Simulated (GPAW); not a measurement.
# Fe (P6_3/mmc) in GPAW: single point with r2SCAN

Aim: the single point of Fe with r2SCAN.

All numbers are computed with GPAW 26.7.0; they aren't measurements. Logs are shortened: lines on timing, memory, paths and dates and some standing lists are left out, and cuts for length are marked. The log counts tension as positive stress, the text compression.

### 1 The cell of the first run

The structure is hexagonal, space group P6_3/mmc (No. 194). The conventional cell has a = 2.367 Å, b = 2.367 Å, c = 3.737 Å, α = 90.00°, β = 90.00°, γ = 120.00°. Fe (site symmetry -6m2) is surrounded by 12 Fe at 2.31 to 2.37 Å.

This isn't the form of Fe at room conditions, which is bcc.

### 2 Single point, r2SCAN, collinear spin, antiferromagnetic start (volume scaled by 0.92)

Input file run.py:

```python
from ase.dft.bandgap import bandgap
from ase.io import read, write
from ase.units import GPa
from gpaw import GPAW, PW

atoms = read('Fe.cif')
atoms.set_initial_magnetic_moments([4.0, -4.0])

calc = GPAW(mode=PW(450),
            xc='MGGA_X_R2SCAN+MGGA_C_R2SCAN',
            kpts={'size': (10, 10, 6), 'gamma': True},
            occupations={'name': 'fermi-dirac', 'width': 0.05},
            nbands=19,
            maxiter=120,
            txt='gpaw.txt')
atoms.calc = calc
energy = atoms.get_potential_energy()
forces = atoms.get_forces()
stress = atoms.get_stress()
calc.write('gs.gpw')
write('result.traj', atoms)
print(f'Energy: {energy:.6f} eV')
print('Forces (eV/A):')
print(forces.round(4))
print('Stress (GPa):', (stress / GPa).round(3))
print('Moments:', calc.get_magnetic_moments().round(3))
print('Fermi level:', round(calc.get_fermi_level(), 4), 'eV')
print(f'Gap: {bandgap(calc)[0]:.4f} eV, direct: {bandgap(calc, direct=True)[0]:.4f} eV')
```

Input file Fe.cif:

```cif
data_Fe
_cell_length_a 2.36743447
_cell_length_b 2.36743447
_cell_length_c 3.73662254
_cell_angle_alpha 90.00000000
_cell_angle_beta 90.00000000
_cell_angle_gamma 120.00000000
_space_group_name_H-M_alt 'P6_3/mmc'
_space_group_name_Hall '-P 6c 2c'
_space_group_IT_number 194
loop_
_space_group_symop_operation_xyz
'x,y,z'
'-x,-y,-z'
'x-y,x,z+1/2'
'-x+y,-x,-z+1/2'
'-y,x-y,z'
'y,-x+y,-z'
'-x,-y,z+1/2'
'x,y,-z+1/2'
'-x+y,-x,z'
'x-y,x,-z'
'y,-x+y,z+1/2'
'-y,x-y,-z+1/2'
'-y,-x,-z+1/2'
'y,x,z+1/2'
'-x,-x+y,-z'
'x,x-y,z'
'-x+y,y,-z+1/2'
'x-y,-y,z+1/2'
'y,x,-z'
'-y,-x,z'
'x,x-y,-z+1/2'
'-x,-x+y,z+1/2'
'x-y,-y,-z'
'-x+y,y,z'
loop_
_atom_site_label
_atom_site_type_symbol
_atom_site_symmetry_multiplicity
_atom_site_Wyckoff_symbol
_atom_site_fract_x
_atom_site_fract_y
_atom_site_fract_z
_atom_site_occupancy
Fe1 Fe 2 c 0.6666666667 0.3333333333 0.7500000000 1
```

Potentials or basis: GPAW PAW data sets (gpaw-data 1.2.1), pw.

Started as:

```console
$ OMP_NUM_THREADS=1 python run.py
```

gpaw.txt:

```text
__  _  _
 | _ |_)|_||  |
 |__||  | ||/\| - 26.7.0

Input parameters:
  mode=PW(ecut=450.00000000000006),
  kpts=MonkhorstPack(size=(10, 10, 6), gamma=True),
  maxiter=120,
  nbands=19,
  occupations=Occupations(name='fermi-dirac', width=0.05),
  xc=XC(name='MGGA_X_R2SCAN+MGGA_C_R2SCAN')

Diagonalizing LCAO Hamiltonian
Converting LCAO to pw mode

          Fe

        Fe

Atoms  # Å, Bohr magnetons
|   | symbol |         x |        y |        z |    initial magnetic moments |
|---|--------|-----------|----------|----------|-----------------------------|
| 0 |     Fe |  1.183717 | 0.683419 | 2.802467 | ( 0.0000,  0.0000,  4.0000) |
| 1 |     Fe | -0.000000 | 1.366839 | 0.934156 | ( 0.0000,  0.0000, -4.0000) |

Unit cell  # Å
| periodic |         x |        y |        z |  lengths |     angles |
|----------|-----------|----------|----------|----------|------------|
|      yes |  2.367434 | 0.000000 | 0.000000 | 2.367434 |  90.000000 |
|      yes | -1.183717 | 2.050258 | 0.000000 | 2.367434 |  90.000000 |
|      yes |  0.000000 | 0.000000 | 3.736623 | 3.736623 | 120.000000 |

Number of symmetries: 6
Symmetry operations  # r_c * U_cc + t_c -> r_c
|   | kind |            matrix            |
|---|------|------------------------------|
| 0 |  σ   |  1, 1, 0,  0,-1, 0,  0, 0, 1 |
| 1 |  E   |  1, 0, 0,  0, 1, 0,  0, 0, 1 |
| 2 |  C3  |  0, 1, 0, -1,-1, 0,  0, 0, 1 |
| 3 |  σ   |  0,-1, 0, -1, 0, 0,  0, 0, 1 |
| 4 |  σ   | -1, 0, 0,  1, 1, 0,  0, 0, 1 |
| 5 |  C3  | -1,-1, 0,  1, 0, 0,  0, 0, 1 |

BZ-sampling:
  Number of BZ points: 600
  Number of IBZ points: 72

  Monkhorst-Pack size: [10, 10, 6]
  Monkhorst-Pack shift: [0.05, 0.05, 0.08333333333333333]

K-points  # in reciprocal-cell coordinates
|     |                                coordinates |     weight |
|-----|--------------------------------------------|------------|
|   0 | (  0.00000000,   0.00000000,   0.00000000) | 0.00166667 |
|   1 | (  0.00000000,   0.00000000,   0.16666667) | 0.00333333 |
|   2 | (  0.00000000,   0.00000000,   0.33333333) | 0.00333333 |
|   3 | (  0.00000000,   0.00000000,   0.50000000) | 0.00166667 |
|   4 | (  0.10000000,   0.00000000,  -0.33333333) | 0.01000000 |
|   5 | (  0.10000000,   0.00000000,  -0.16666667) | 0.01000000 |
|   6 | (  0.10000000,   0.00000000,   0.00000000) | 0.01000000 |
|   7 | (  0.10000000,   0.00000000,   0.16666667) | 0.01000000 |
|   8 | (  0.10000000,   0.00000000,   0.33333333) | 0.01000000 |
|   9 | (  0.10000000,   0.00000000,   0.50000000) | 0.01000000 |
| ... |                                            |            |
|  71 | (  0.50000000,   0.50000000,   0.50000000) | 0.00500000 |

Plane wave coefficients: 408
Cutoff: 450.00000000000006 eV

Spin-components: 2 (collinear spins)
Bands:           19
Projectors:      12
Spin-degeneracy: 1
Datatype:        complex128

Parallelization:
  kpt:    1
  domain: 1
  band:   1

Density:
  Valence electrons: 16.0
  Components: 2
  Grid points: [12 12 20]
  Charge: 0.0  # |e|

Potential:
  Grid points: [12 12 20]

species:
  Fe:
    name:    Iron
    Z:       26.0
    valence: 8
    core:    18
    charge:  0.0  # [|e|]
    compensation charges:
      type: gauss
      rc: 0.33  # [Å]
      lmax: 2
    cutoffs:
      filter: 2.06  # [Å]
      core: 2.67  # [Å]
    projectors
    | kind |    occ | energy [eV] | rcut [Å] |
    |------|--------|-------------|----------|
    |   4s |  2.000 |      -5.291 |    1.164 |
    |   4p |  0.000 |      -1.326 |    1.058 |
    |   3d |  6.000 |      -7.505 |    1.058 |
    |    s |        |      21.920 |    1.164 |
    |    p |        |      25.885 |    1.058 |
    |    d |        |      19.706 |    1.058 |

    Using partial waves for Fe as LCAO basis

Reference energy: -69238.909200  # eV

eigensolver:
  PPCG
  Converge bands: occupied
  niter=2

density mixing:
  MSR1-Mixer
  Pratt-step length: 0.05
  Maximum mixing coefficient: 0.75
  Old densities: 10
  SVD Regularization: 0.005
  Good broyden scale: 1.0
  Trust region scale: 1.0
  Backstep threshold: 4.0
  History deletion threshold: 6.0
  Fourier metric: weight=20.0, sigma=0.015

occupation numbers:
  Fermi-Dirac:
    width: 0.0500  # eV

poisson solver:
  ecut: 3600.0000000000005  # eV

xc functional:
  name: MGGA_X_R2SCAN+MGGA_C_R2SCAN with 2 nearest neighbor stencil

convergence criteria:
- Maximum [total energy] change in last 3 cyles: 0.0005 eV / valence electron
- Maximum integral of absolute [dens]ity change: 0.0001 electrons / valence electron
- Maximum integral of absolute [eigenst]ate change: 4e-08 eV^2 / valence electron
maximum number of iterations: 120

SCF iterations
|iter     | |      energy | eigst |  dens |  magmom |
|---------|-|-------------|-------|-------|---------|
|iter:   1| |  -25.502824 | +0.29 |       |  +0.0000|
|iter:   2| |  -25.541378 | -0.84 | -0.67 |  +0.0000|
|iter:   3| |  -26.487349 | -1.14 | -0.71 |  +0.0000|
|iter:   4| |  -26.949889 | -1.58 | -0.89 |  -0.0000|
|iter:   5| |  -27.114133 | -2.61 | -1.24 |  +0.0003|
|iter:   6| |  -27.221645 | -2.65 | -1.43 |  -0.0034|
|iter:   7| |  -27.169922 | -3.29 | -1.32 |  -0.0004|
|iter:   8| |  -27.181529 | -3.17 | -1.58 |  -0.0005|
|iter:   9| |  -27.202532 | -2.51 | -1.67 |  +0.0077|
|iter:  10| |  -27.208745 | -3.34 | -2.04 |  +0.0044|
|iter:  11| |  -27.210877 | -3.61 | -2.40 |  +0.0043|
|iter:  12| |  -27.211521c| -4.21 | -2.60 |  +0.0032|
|iter:  13| |  -27.212260c| -4.33 | -2.82 |  +0.0023|
|iter:  14| |  -27.213036c| -4.42 | -2.82 |  +0.0017|
|iter:  15| |  -27.213794c| -3.79 | -2.81 |  -0.0002|
|iter:  16| |  -27.214069c| -4.53 | -2.80 |  +0.0008|
|iter:  17| |  -27.214083c| -4.59 | -3.22 |  +0.0002|
|iter:  18| |  -27.214143c| -5.82 | -3.13 |  -0.0002|
|iter:  19| |  -27.214135c| -5.97 | -3.78 |  -0.0003|
|iter:  20| |  -27.214165c| -6.16 | -3.91 |  -0.0001|
|iter:  21| |  -27.214152c| -6.07 | -4.15c|  -0.0002|
|iter:  22| |  -27.214161c| -6.82 | -4.29c|  -0.0001|
|iter:  23| |  -27.214161c| -7.79c| -4.87c|  -0.0001|

Converged in 23 steps
Energy contributions relative to reference atoms: (reference = -69238.909200)

Energy contributions:
  Kinetic:          30.204689
  Coulomb:         -24.922524
  Zero:              0.380940
  External:          0.000000
  Xc:              -32.868884
  Entropy:          -0.016764
  Spinorbit:         0.000000
  ----------------------------
  Free energy:     -27.222543
  Extrapolated:    -27.214161

dipole moment: (-0.000013, -0.000020, -0.000037)  # |e|*Ang

Total magnetic moment: (0.000000, 0.000000, -0.000095)

Local magnetic moments
|        x |        y |         z |
|----------|----------|-----------|
| 0.000000 | 0.000000 |  0.947849 |  # Fe   0
| 0.000000 | 0.000000 | -0.947961 |  # Fe   1

Fermi level: 13.592
Eigenvalues  # (at kpt = [0.000, 0.000, 0.000])
| band index |      eig [eV] | occ [0-1] |      eig [eV] | occ [0-1] |
|------------|---------------|-----------|---------------|-----------|
|          0 |         3.264 |     1.000 |         3.264 |     1.000 |
|          1 |         7.550 |     1.000 |         7.550 |     1.000 |
|          2 |        11.199 |     1.000 |        11.199 |     1.000 |
|          3 |        11.200 |     1.000 |        11.200 |     1.000 |
|          4 |        11.699 |     1.000 |        11.699 |     1.000 |
|          5 |        12.221 |     1.000 |        12.221 |     1.000 |
[... 9 lines left out ...]
|         15 |        38.669 |     0.000 |        38.669 |     0.000 |
|         16 |        38.687 |     0.000 |        38.685 |     0.000 |
|        ... |               |           |               |           |
|         18 |        39.188 |     0.000 |        39.187 |     0.000 |

No gap
No difference between direct/indirect transitions

Forces  # eV/Ang
|        x |       y |        z |
|----------|---------|----------|
| -0.00000 | 0.00000 |  0.00000 |  # Fe   0
|  0.00000 | 0.00000 | -0.00000 |  # Fe   1

Stress tensor  # eV/Ang^3
|         x |         y |         z |
|-----------|-----------|-----------|
| -0.230886 |  0.000000 | -0.000000 |
|  0.000000 | -0.230886 |  0.000000 |
| -0.000000 |  0.000000 | -0.294844 |

# Writing to gs.gpw (mode='')
```

Run time: 1.8 min. Hardware: 1 thread of AMD EPYC 7R43 (Zen 3), shared host; peak memory 0.22 GiB.

What came out:

```
Free energy            : -27.2225 eV
Pressure               : 40.4 GPa
Band gap on the k mesh : none (metal or under the smearing width)
Net moment             : 0.00 μB per cell
Site moments           : Fe +0.95, -0.95 μB
```

Caveat: the cutoff is short for stress and forces, so pressures can be off by a GPa or more; the PAW data sets were made with another functional, which shifts forces and pressure a little; the moment fell far below its start of 4 μB, so a state of higher moment may lie lower in energy.
